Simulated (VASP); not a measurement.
# Al (Fm-3m) in VASP: notebook, part 2 of 2

VASP 6.6.1. Earlier steps stand in the parts before.

## (3) Electric field gradients, revPBE+D2

Contents of INCAR:

```
  ALGO = Normal
  EDIFF = 1E-8
  ENCUT = 500
  GGA = RE
  ISIF = 2
  ISMEAR = 1
  IVDW = 1
  LASPH = T
  LCHARG = F
  LEFG = T
  LREAL = F
  LWAVE = F
  NELM = 60
  PREC = Accurate
  SIGMA = 0.2
```

Contents of KPOINTS:

```
k-points
0
Gamma
  11 11 11
```

Contents of POSCAR:

```
Al
1.0
    0.0000000000      2.0248050000      2.0248050000
    2.0248050000      0.0000000000      2.0248050000
    2.0248050000      2.0248050000      0.0000000000
Al
1
Direct
    0.0000000000      0.0000000000      0.0000000000
```

Potentials or basis: VASP PAW PBE potentials, release 64 (Al).

Command:

```sh
> cat potpaw_PBE.64/Al/POTCAR > POTCAR
> mpirun -np 1 vasp_std > vasp.out
```

OUTCAR:

```text
EDIFF = 1E-8
   ENCUT = 500
   GGA = RE
   ISIF = 2
   ISMEAR = 1
   IVDW = 1
   LASPH = T
   LREAL = F
   NELM = 60
   PREC = Accurate
  IVDW =   1

 ion  position               nearest neighbor table
   1  0.000  0.000  0.000-

  LATTYP: Found a face centered cubic cell.
 ALAT       =     4.0496100000

  Lattice vectors:

 A1 = (   0.0000000000,   2.0248050000,   2.0248050000)
 A2 = (   2.0248050000,   0.0000000000,   2.0248050000)
 A3 = (   2.0248050000,   2.0248050000,   0.0000000000)

Analysis of symmetry for initial positions (statically):
=====================================================================
 Subroutine PRICEL returns:
[... 538 lines left out ...]
  Total      -0.17662    -0.17662    -0.17662     0.00000    -0.00000    -0.00000
  in kB     -17.04365   -17.04365   -17.04365     0.00000    -0.00000    -0.00000
  external pressure =      -17.04 kB  Pullay stress =        0.00 kB

 VOLUME and BASIS-vectors are now :
 -----------------------------------------------------------------------------
  energy-cutoff  :      500.00
  volume of cell :       16.60
      direct lattice vectors                 reciprocal lattice vectors
     0.000000000  2.024805000  2.024805000    -0.246937359  0.246937359  0.246937359
     2.024805000  0.000000000  2.024805000     0.246937359 -0.246937359  0.246937359
     2.024805000  2.024805000  0.000000000     0.246937359  0.246937359 -0.246937359

 POSITION                                       TOTAL-FORCE (eV/Angst)
 -----------------------------------------------------------------------------------
      0.00000      0.00000      0.00000         0.000000      0.000000     -0.000000
 -----------------------------------------------------------------------------------
    total drift:                                0.000000     -0.000000     -0.000000

  FREE ENERGIE OF THE ION-ELECTRON SYSTEM (eV)
  ---------------------------------------------------
  free  energy   TOTEN  =        -3.9847490071 eV

  energy  without entropy=       -3.9838476948  energy(sigma->0) =       -3.98444857

 Electric field gradients (V/A^2)
---------------------------------------------------------------------
 ion       V_xx      V_yy      V_zz      V_xy      V_xz      V_yz
---------------------------------------------------------------------
   1      -0.000     0.000    -0.000     0.000     0.000     0.000
---------------------------------------------------------------------

 Electric field gradients after diagonalization (V/A^2)
 (convention: |V_zz| > |V_xx| > |V_yy|)
----------------------------------------------------------------------
 ion       V_xx      V_yy      V_zz     asymmetry (V_yy - V_xx)/ V_zz
----------------------------------------------------------------------
   1      -0.000    -0.000     0.000       0.000
----------------------------------------------------------------------

           NMR quadrupolar parameters

 Cq : quadrupolar parameter    Cq=e*Q*V_zz/h
 eta: asymmetry parameters     (V_yy - V_xx)/ V_zz
 Q  : nuclear electric quadrupole moment in mb (millibarn)
----------------------------------------------------------------------
 ion       Cq(MHz)       eta       Q (mb)
----------------------------------------------------------------------
   1       0.000       0.000       1.000
----------------------------------------------------------------------
```

stdout:

```text
POSCAR found type information on POSCAR Al
 POSCAR found :  1 types and       1 ions
 scaLAPACK will be used
 -----------------------------------------------------------------------------
|                                                                             |
|                                                                             |
|     You enforced a specific xc type in the INCAR file but a different       |
|     I HOPE YOU KNOW WHAT YOU ARE DOING!                                     |
|                                                                             |
 -----------------------------------------------------------------------------

 LDA part: xc-table for (Slater+PW92), standard interpolation
 POSCAR, INCAR and KPOINTS ok, starting setup
 FFT: planning ... GRIDC
 FFT: planning ... GRID_SOFT
 FFT: planning ... GRID
 WAVECAR not read
 entering main loop
ion   1
```

It used 2.7 s of CPU time on 1 thread of Intel(R) Xeon(R) Platinum 8559C (Emerald Rapids) (shared host), which was overloaded at the time.

Results:

```yaml
Free_energy: -3.9847 eV
Pressure: -1.7 GPa
Band_gap_on_the_k_mesh: none (metal or under the smearing width)
Dispersion_energy_per_atom: -0.422 eV
```

Electric field gradients, principal values (V/Å²):
```csv
atom,Vxx,Vyy,Vzz
1 Al,0.000,0.000,0.000
```

Caveat: atom-pairwise D2, TS and ULG terms overbind metals; the PAW data sets were made with another functional, which shifts forces and pressure a little; pairwise dispersion overbinds metals, which lowers pressure and volume.

## (4) Band structure, PBE+TS (volume scaled by 0.96)

Contents of run.py:

```python
from ase.calculators.vasp import Vasp
from ase.dft.bandgap import bandgap
from ase.io import read

atoms = read('POSCAR')
calc = Vasp(
    directory='calc',
    xc='pbe',
    pp='PBE',
    setups='gw',
    prec='Accurate',
    encut=550,
    ediff=1e-06,
    ismear=2,
    sigma=0.005,
    lreal=False,
    lasph=True,
    nelm=60,
    algo='Fast',
    isif=2,
    lwave=False,
    lcharg=True,
    ivdw=2,
    lmaxmix=6,
    kpts=[11, 11, 11],
    gamma=True,
    nbands=8,
)
atoms.calc = calc

print('energy (eV):', atoms.get_potential_energy())
print('free energy (eV):', atoms.get_potential_energy(force_consistent=True))
efermi = calc.get_fermi_level()
print('Fermi level (eV):', efermi)
path = atoms.cell.bandpath(npoints=40, eps=1e-4)
print('path:', path.path)
calc.set(kpts=path.kpts, reciprocal=True, icharg=11, isym=0, lcharg=False)
calc.calculate(atoms)
print('gap on the path (eV):', bandgap(calc, efermi=efermi)[0])
print('direct gap on the path (eV):', bandgap(calc, efermi=efermi, direct=True)[0])
```

Contents of POSCAR:

```
Al
1.0
    0.0000000000      1.9974394157      1.9974394157
    1.9974394157      0.0000000000      1.9974394157
    1.9974394157      1.9974394157      0.0000000000
Al
1
Direct
    0.0000000000      0.0000000000      0.0000000000
```

Potentials or basis: VASP PAW PBE potentials, release 64 (Al_GW).

Command:

```sh
> python run.py
```

Output:

```text
energy (eV): -4.3370263300000005
free energy (eV): -4.3370306
Fermi level (eV): 7.07790378
path: GXWKGLUWLK,UX
gap on the path (eV): 0.0
direct gap on the path (eV): 0.0
```

OUTCAR:

```text
ENCUT = 550.000000
   EDIFF = 1.00e-06
   GGA = PE
   PREC = Accurate
   ICHARG = 11
   ISIF = 2
   ISMEAR = 2
   ISYM = 0
   NELM = 60
   IVDW = 2
   LASPH = .TRUE.
   LREAL = .FALSE.
  IVDW =   2
[... 609 lines left out ...]
  -------------------------------------------------------------------------------------
  Total      -4.18376     5.41925    -3.28540     7.76629     5.41687     7.30080
  in kB    -420.55881   544.75211  -330.25374   780.68025   544.51327   733.88846
  external pressure =      -68.69 kB  Pullay stress =        0.00 kB

 VOLUME and BASIS-vectors are now :
 -----------------------------------------------------------------------------
  energy-cutoff  :      550.00
  volume of cell :       15.94
      direct lattice vectors                 reciprocal lattice vectors
     0.000000000  1.997439416  1.997439416    -0.250320483  0.250320483  0.250320483
     1.997439416  0.000000000  1.997439416     0.250320483 -0.250320483  0.250320483
     1.997439416  1.997439416  0.000000000     0.250320483  0.250320483 -0.250320483

 POSITION                                       TOTAL-FORCE (eV/Angst)
 -----------------------------------------------------------------------------------
      0.00000      0.00000      0.00000        -0.000002     -0.000002     -0.000001
 -----------------------------------------------------------------------------------
    total drift:                               -0.000002     -0.000002     -0.000001

  FREE ENERGIE OF THE ION-ELECTRON SYSTEM (eV)
  ---------------------------------------------------
  free  energy   TOTEN  =        -4.1556396159 eV

  energy  without entropy=       -4.1556464985  energy(sigma->0) =       -4.15564134
```

INCAR:

```text
ENCUT = 550.000000
SIGMA = 0.005000
EDIFF = 1.00e-06
ALGO = Fast
GGA = PE
PREC = Accurate
ICHARG = 11
ISIF = 2
ISMEAR = 2
ISYM = 0
LMAXMIX = 6
NBANDS = 8
NELM = 60
IVDW = 2
LASPH = .TRUE.
LCHARG = .FALSE.
LWAVE = .FALSE.
LREAL = .FALSE.
```

It used 17 s of CPU time on 1 thread of Intel(R) Xeon(R) Platinum 8559C (Emerald Rapids) (shared host), which was overloaded at the time.

What came out:

| Quantity | Value |
| --- | --- |
| Band gap along the path | none (metal or under the smearing width) |
| Dispersion energy per atom | -0.585 eV |

Levels at the corners of the path, in eV from the Fermi level:
```tsv
point	band 1	band 2	band 3	band 4	band 5
Γ	-11.41	12.77	12.77	12.77	14.51
X	-3.04	-1.64	5.24	5.72	5.72
W	-0.92	-0.92	0.08	1.27	16.09
K	-1.98	-1.46	-0.36	6.71	8.36
Γ	-11.41	12.77	12.77	12.77	14.51
L	-4.77	-4.46	11.59	11.59	11.73
U	-1.98	-1.46	-0.36	6.71	8.36
W	-0.92	-0.92	0.08	1.27	16.09
L	-4.77	-4.46	11.59	11.59	11.73
K	-1.98	-1.46	-0.36	6.71	8.36
U	-1.98	-1.46	-0.36	6.71	8.36
X	-3.04	-1.64	5.24	5.72	5.72
```

Caveat: the log is that of the step along the path at fixed density, whose energy, stress, charges and moments have no meaning; atom-pairwise D2, TS and ULG terms overbind metals; pairwise dispersion overbinds metals, which lowers pressure and volume.

## (5) For comparison

An earlier run on the cell as given: functional PBE; potentials or basis VASP PAW PBE potentials, release 64 (Al); cutoff 520 eV; k mesh 11 × 11 × 11; occupations fermi-dirac, width 0.05 eV; no spin polarisation.

* Pressure: -0.5 GPa
* Band gap on the k mesh: none (metal or under the smearing width)

## (6) Summary

| task | level | potentials or basis | cell | k mesh | cutoff (eV) | smearing | grid for exact exchange (PRECFOCK) | exchange at q = 0 | other keys | mesh quality | gap on the mesh (eV) | pressure (GPa) |
| --- | --- | --- | --- | --- | --- | --- | --- | --- | --- | --- | --- | --- |
| band structure | SCAN0 | VASP PAW PBE potentials, release 64 (Al) | as given | 6 × 6 × 6 | 520 | fermi-dirac 0.05 eV | Fast | truncated | - | coarse | - | -2.4 |
| electric field gradients | revPBE+D2 | VASP PAW PBE potentials, release 64 (Al) | as given | 11 × 11 × 11 | 500 | methfessel-paxton 0.2 eV | - | - | - | not flagged | none | -1.7 |
| band structure | PBE+TS | VASP PAW PBE potentials, release 64 (Al_GW) | volume scaled by 0.96 | 11 × 11 × 11 | 550 | methfessel-paxton 2 0.005 eV | - | - | ISMEAR = 2; SIGMA = 0.005; LMAXMIX = 6 | not flagged | - | - |
| single point | PBE | VASP PAW PBE potentials, release 64 (Al) | as given | 11 × 11 × 11 | 520 | fermi-dirac 0.05 eV | - | - | - | not flagged | none | -0.5 |

Alike in all rows: no spin polarisation.

Caveats: some runs use coarse meshes; the PAW data sets were made with another functional, which shifts forces and pressure a little (some runs); atom-pairwise D2, TS and ULG terms overbind metals (some runs); pairwise dispersion overbinds metals, which lowers pressure and volume (some runs).

Total energies depend on the potentials used, so only differences within one code and one set of settings carry meaning.
